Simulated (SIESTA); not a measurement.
The system is Al.

```
Al
1.0
     0.00000    2.02481    2.02481
     2.02481    0.00000    2.02481
     2.02481    2.02481    0.00000
Al
1
Direct
  0.00000 0.00000 0.00000
```

Base run:

| Quantity | Value |
| --- | --- |
| Program | SIESTA 5.4.2 |
| Functional | LDA |
| Potentials or basis | PseudoDojo 0.4 standard (LDA files) |
| Basis | DZP (energy shift 0.003 Ry) |
| Grid cutoff | 500 Ry |
| Energy shift | 0.003 Ry |
| k mesh | 11 × 11 × 11 |
| Occupations | fermi-dirac, width 0.05 eV |
| Spin | no spin polarisation |

Its results: band gap on the k mesh none (metal or under the smearing width); pressure -3.7 GPa.

Q: The run is repeated on the same cell with these changes: functional from LDA to PBEsol; potentials or basis from PseudoDojo 0.4 standard (LDA files) to PseudoDojo 0.4 standard (PBEsol files). What comes out?

A: Band gap on the k mesh none (metal or under the smearing width); pressure -1.9 GPa.

Caveats: the basis of atomic orbitals isn't converged, which shifts pressures, moduli and gaps.

Not every run made on this cell is shown here.
